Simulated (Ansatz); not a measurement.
# GaN (F-43m) in Ansatz: a series of runs, part 2 of 2

Ansatz 0.2.0.

## Step 3: Single point, B3LYP5, 10.76 Å³/atom (volume scaled by 0.94)

input.yaml reads:

```yaml
crystal:
  lattice:
    - [0.0, 2.2074978911, 2.2074978911]
    - [2.2074978911, 0.0, 2.2074978911]
    - [2.2074978911, 2.2074978911, 0.0]
  atoms:
    - { symbol: Ga, position: [0.0, 0.0, 0.0] }
    - { symbol: "N", position: [0.25, 0.25, 0.25] }
hamiltonian:
  xc: b3lyp5
  pseudopotentials: { kind: paw }
kpoints:
  mp_grid: { grid: [5, 5, 5] }
scf:
  occupations: { method: fermi_dirac, width: 0.05 }
output:
  forces: true
  stress: true
  eigenvalues: true
```

Potentials or basis: Ansatz PAW.

Launch:

```bash
$ ansatz run input.yaml --threads 2 --pin off --max-ram 5632MiB --backend cpu --events-out ev --progress --plain --runs-dir out
```

Output:

```text
Warning: output.stress: scf.convergence.dr2_threshold = 1e-7 eV (the SCF's general default) is looser than the 2e-10 eV advised for a printed stress (1e-10 eV for each atom of the cell: 2). What an SCF threshold leaves in a stress goes as its square root, and in the free energy as the threshold itself, and one threshold admits the most on a small cell: of the crystals measured, under no hybrid functional and no lock of the moments, on runs that ended without the residual-converged pass, on stresses that held no estimate of that error, the worst erred by over 100 MPa in a component at 1e-7 eV an atom and by under 5 at 1e-10. Set scf.convergence.dr2_threshold to 2e-10 eV or tighter. The threshold is an SCF's pass mark: one that does not reach it within its budget of iterations ends unconverged, or closes short of it on a stop that the run arms, and scf.convergence.dr2_threshold's page says what that costs each kind of run
Warning: output.stress: scf.exx.energy_threshold = 1e-6 eV is looser than the 2e-8 eV advised for a stress under a hybrid functional (1e-8 eV for each atom of the cell: 2). Every SCF of the exchange loop can meet its threshold on dr2 while the loop round them stops early: no threshold on dr2 bounds what that leaves in the stress. Set scf.exx.energy_threshold to 2e-8 eV or tighter. The threshold is the loop's pass mark: a loop that does not reach it within its budget of cycles ends unconverged, and scf.exx.energy_threshold's page has the law
Warning: RAYON_NUM_THREADS=2 ignored (pool sized by the plan → 2); use --threads N
Engine: ansatz 0.2.0, x86_64-unknown-linux-gnu
Pseudopotentials: kind: paw
Pseudopotential: Ga, paw, valence charge 13, recommended cutoff 420 eV (normal), Ga.paw.azcp
Pseudopotential: N, paw, valence charge 5, recommended cutoff 420 eV (normal), N.paw.azcp
[... 81 lines left out ...]
       -0.000000      18.251586       0.000000
       -0.000000       0.000000      18.251586
  P = ⅓ Tr σ = 18.2516 GPa (182.516 kbar)
--- Band table (eV; the first three rows and the last of 10) ---
  k-point 0: bands = ["-7.7120", "-5.5573", "-5.5573", "-5.5573", "-5.1878", "-5.1878", "9.9110", "9.9110", "9.9110", "13.7846", "22.5651", "22.5651", "22.5651"]
  k-point 1: bands = ["-7.3352", "-5.5070", "-5.5070", "-5.2669", "-5.1886", "-5.1886", "6.8193", "9.4903", "9.4903", "15.7458", "21.3142", "23.0424", "23.0424"]
  k-point 2: bands = ["-6.9884", "-5.4597", "-5.4597", "-5.1522", "-5.1522", "-3.9410", "2.8731", "8.8967", "8.8967", "16.7782", "21.0443", "22.6889", "22.6889"]
  k-point 9: bands = ["-6.8510", "-5.3944", "-5.3588", "-5.2246", "-5.1596", "-2.9829", "3.6357", "5.7289", "6.9678", "18.0426", "20.4458", "21.9642", "24.7024"]
```

Run time: 6.7 s. Hardware: 2 threads of AMD EPYC 7B13 (Zen 3), shared host; peak memory 0.64 GiB.

What came out:

```yaml
Free_energy: -4174.0118 eV
Pressure: 18.3 GPa
Band_gap_on_the_k_mesh: 3.87 eV, direct
```

Caveat: the k mesh is coarse (spacing up to 0.49 Å⁻¹), so the values aren't converged, least of all with exact exchange; odd divisions of the mesh miss points on the zone boundary, where band edges often lie, so the gap on the mesh can be too wide; the pressure holds a Pulay correction of +0.6 GPa for the finite cutoff; the PAW data sets come from PBE, with cores solved anew for the run's functional, which leaves a small shift of forces and pressure; the thresholds are loose for stress.

## Step 4: Single point, B3LYP5, 10.99 Å³/atom (volume scaled by 0.96)

Edit input.yaml of step 3 so:

```diff
@@ -2,5 +2,5 @@
   lattice:
-    - [0.0, 2.2074978911, 2.2074978911]
-    - [2.2074978911, 0.0, 2.2074978911]
-    - [2.2074978911, 2.2074978911, 0.0]
+    - [0.0, 2.2230441631, 2.2230441631]
+    - [2.2230441631, 0.0, 2.2230441631]
+    - [2.2230441631, 2.2230441631, 0.0]
   atoms:
@@ -19 +19,5 @@
   eigenvalues: true
+  write_density: true
+  write_potential: true
+  elf: true
+  volumetric_format: npy
```

Launch:

```bash
$ ansatz run input.yaml --threads 2 --pin off --max-ram 5632MiB --backend cpu --events-out ev --progress --plain --runs-dir out
```

Run time: 6.9 s. Hardware: 2 threads of AMD EPYC 7B13 (Zen 3), shared host; peak memory 0.68 GiB.

Results (log left out):

- Free energy: -4174.0569 eV
- Pressure: 13.1 GPa
- Band gap on the k mesh: 3.71 eV, direct

Caveat: the k mesh is coarse (spacing up to 0.49 Å⁻¹), so the values aren't converged, least of all with exact exchange; odd divisions of the mesh miss points on the zone boundary, where band edges often lie, so the gap on the mesh can be too wide; the pressure holds a Pulay correction of +0.6 GPa for the finite cutoff; the PAW data sets come from PBE, with cores solved anew for the run's functional, which leaves a small shift of forces and pressure; the thresholds are loose for stress.

## Step 5: Single point, B3LYP5, 11.21 Å³/atom (volume scaled by 0.98)

Edit input.yaml of step 4 so:

```diff
@@ -2,5 +2,5 @@
   lattice:
-    - [0.0, 2.2230441631, 2.2230441631]
-    - [2.2230441631, 0.0, 2.2230441631]
-    - [2.2230441631, 2.2230441631, 0.0]
+    - [0.0, 2.2383759866, 2.2383759866]
+    - [2.2383759866, 0.0, 2.2383759866]
+    - [2.2383759866, 2.2383759866, 0.0]
   atoms:
```

Launch:

```bash
$ ansatz run input.yaml --threads 2 --pin off --max-ram 5632MiB --backend cpu --events-out ev --progress --plain --runs-dir out
```

Wall time 7.2 s (2 threads of AMD EPYC 7B13 (Zen 3), shared host); peak memory 0.68 GiB.

It converged, with:

```yaml
Free_energy: -4174.0870 eV
Pressure: 8.4 GPa
Band_gap_on_the_k_mesh: 3.55 eV, direct
```

Caveat: the k mesh is coarse (spacing up to 0.49 Å⁻¹), so the values aren't converged, least of all with exact exchange; odd divisions of the mesh miss points on the zone boundary, where band edges often lie, so the gap on the mesh can be too wide; the pressure holds a Pulay correction of +0.6 GPa for the finite cutoff; the PAW data sets come from PBE, with cores solved anew for the run's functional, which leaves a small shift of forces and pressure; the thresholds are loose for stress.

## Step 6: Single point, B3LYP5, 11.44 Å³/atom

input.yaml reads:

```yaml
crystal:
  lattice:
    - [0.0, 2.2535006075, 2.2535006075]
    - [2.2535006075, 0.0, 2.2535006075]
    - [2.2535006075, 2.2535006075, 0.0]
  atoms:
    - { symbol: Ga, position: [0.0, 0.0, 0.0] }
    - { symbol: "N", position: [0.25, 0.25, 0.25] }
hamiltonian:
  xc: b3lyp5
  pseudopotentials: { kind: paw }
kpoints:
  mp_grid: { grid: [5, 5, 5] }
scf:
  occupations: { method: fermi_dirac, width: 0.05 }
output:
  forces: true
  stress: true
  eigenvalues: true
```

Potentials or basis: Ansatz PAW.

Launch:

```bash
$ ansatz run input.yaml --threads 2 --pin off --max-ram 5632MiB --backend cpu --events-out ev --progress --plain --runs-dir out
```

Run time: 7.1 s. Hardware: 2 threads of AMD EPYC 7B13 (Zen 3), shared host; peak memory 0.69 GiB.

Results (log left out):

| Property | Result |
| --- | --- |
| Free energy | -4174.1048 eV |
| Pressure | 4.1 GPa |
| Band gap on the k mesh | 3.40 eV, direct |

Caveat: the k mesh is coarse (spacing up to 0.48 Å⁻¹), so the values aren't converged, least of all with exact exchange; odd divisions of the mesh miss points on the zone boundary, where band edges often lie, so the gap on the mesh can be too wide; the pressure holds a Pulay correction of +0.6 GPa for the finite cutoff; the PAW data sets come from PBE, with cores solved anew for the run's functional, which leaves a small shift of forces and pressure; the thresholds are loose for stress.

## Step 7: Single point, B3LYP5, 11.67 Å³/atom (volume scaled by 1.02)

Edit input.yaml of step 6 so:

```diff
@@ -2,5 +2,5 @@
   lattice:
-    - [0.0, 2.2535006075, 2.2535006075]
-    - [2.2535006075, 0.0, 2.2535006075]
-    - [2.2535006075, 2.2535006075, 0.0]
+    - [0.0, 2.2684248875, 2.2684248875]
+    - [2.2684248875, 0.0, 2.2684248875]
+    - [2.2684248875, 2.2684248875, 0.0]
   atoms:
```

Launch:

```bash
$ ansatz run input.yaml --threads 2 --pin off --max-ram 5632MiB --backend cpu --events-out ev --progress --plain --runs-dir out
```

Run time: 7.2 s. Hardware: 2 threads of AMD EPYC 7B13 (Zen 3), shared host; peak memory 0.69 GiB.

It converged, with:

| Item | Value |
| --- | --- |
| Free energy | -4174.1111 eV |
| Pressure | 0.3 GPa |
| Band gap on the k mesh | 3.25 eV, direct |

Caveat: the k mesh is coarse (spacing up to 0.48 Å⁻¹), so the values aren't converged, least of all with exact exchange; odd divisions of the mesh miss points on the zone boundary, where band edges often lie, so the gap on the mesh can be too wide; the pressure holds a Pulay correction of +0.6 GPa for the finite cutoff; the PAW data sets come from PBE, with cores solved anew for the run's functional, which leaves a small shift of forces and pressure; the thresholds are loose for stress.

## Step 8: Single point, B3LYP5, 11.90 Å³/atom (volume scaled by 1.04)

Edit input.yaml of step 7 so:

```diff
@@ -2,5 +2,5 @@
   lattice:
-    - [0.0, 2.2684248875, 2.2684248875]
-    - [2.2684248875, 0.0, 2.2684248875]
-    - [2.2684248875, 2.2684248875, 0.0]
+    - [0.0, 2.283155332, 2.283155332]
+    - [2.283155332, 0.0, 2.283155332]
+    - [2.283155332, 2.283155332, 0.0]
   atoms:
@@ -19 +19,5 @@
   eigenvalues: true
+  write_density: true
+  write_potential: true
+  elf: true
+  volumetric_format: npy
```

Launch:

```bash
$ ansatz run input.yaml --threads 2 --pin off --max-ram 5632MiB --backend cpu --events-out ev --progress --plain --runs-dir out
```

Wall time 7.2 s (2 threads of AMD EPYC 7B13 (Zen 3), shared host); peak memory 0.7 GiB.

It converged, with:

- Free energy: -4174.1071 eV
- Pressure: -3.1 GPa
- Band gap on the k mesh: 3.10 eV, direct

Caveat: the k mesh is coarse (spacing up to 0.48 Å⁻¹), so the values aren't converged, least of all with exact exchange; odd divisions of the mesh miss points on the zone boundary, where band edges often lie, so the gap on the mesh can be too wide; the pressure holds a Pulay correction of +0.5 GPa for the finite cutoff; the PAW data sets come from PBE, with cores solved anew for the run's functional, which leaves a small shift of forces and pressure; the thresholds are loose for stress.

## Step 9: Single point, B3LYP5, 12.13 Å³/atom (volume scaled by 1.06)

input.yaml reads:

```yaml
crystal:
  lattice:
    - [0.0, 2.2976981147, 2.2976981147]
    - [2.2976981147, 0.0, 2.2976981147]
    - [2.2976981147, 2.2976981147, 0.0]
  atoms:
    - { symbol: Ga, position: [0.0, 0.0, 0.0] }
    - { symbol: "N", position: [0.25, 0.25, 0.25] }
hamiltonian:
  xc: b3lyp5
  pseudopotentials: { kind: paw }
kpoints:
  mp_grid: { grid: [5, 5, 5] }
scf:
  occupations: { method: fermi_dirac, width: 0.05 }
output:
  forces: true
  stress: true
  eigenvalues: true
```

Potentials or basis: Ansatz PAW.

Launch:

```bash
$ ansatz run input.yaml --threads 2 --pin off --max-ram 5632MiB --backend cpu --events-out ev --progress --plain --runs-dir out
```

It took 7.2 s on 2 threads of AMD EPYC 7B13 (Zen 3), shared host; peak memory 0.69 GiB.

The run converged. Its results:

| Quantity | Value |
| --- | --- |
| Free energy | -4174.0932 eV |
| Pressure | -6.2 GPa |
| Band gap on the k mesh | 2.95 eV, direct |

Caveat: the k mesh is coarse (spacing up to 0.47 Å⁻¹), so the values aren't converged, least of all with exact exchange; odd divisions of the mesh miss points on the zone boundary, where band edges often lie, so the gap on the mesh can be too wide; the pressure holds a Pulay correction of +0.6 GPa for the finite cutoff; the PAW data sets come from PBE, with cores solved anew for the run's functional, which leaves a small shift of forces and pressure; the thresholds are loose for stress.

## Step 10: Equation of state, B3LYP5

This step only gathers the single runs of the series.

What came out:

```yaml
Equilibrium_volume: 11.69 Å³/atom
Bulk_modulus: 184 GPa
Pressure_derivative_of_the_bulk_modulus: "4.3 (rough: it moves with the points fitted)"
```

Energy against volume, from the lowest point:
| volume (Å³/atom) | energy (meV/atom) |
| --- | --- |
| 10.757 | 49.67 |
| 10.986 | 27.09 |
| 11.215 | 12.03 |
| 11.444 | 3.15 |
| 11.673 | 0.00 |
| 11.902 | 2.00 |
| 12.131 | 8.93 |

Caveat: the k mesh is coarse (spacing up to 0.48 Å⁻¹), so the values aren't converged, least of all with exact exchange; the potentials were made for another functional, which shifts forces and pressure.

## Step 11: How close it comes

Step 2. Measured gap of GaN: 3.299 eV (direct; 0 K; a printed reference work, textbook). This calculation gives 3.38 eV (+0.08 eV). Spin-orbit coupling on Ga is left out. The value is that of B3LYP5, without temperature or zero-point motion. The cell is a database's relaxed one, not the measured one, which moves gaps too.
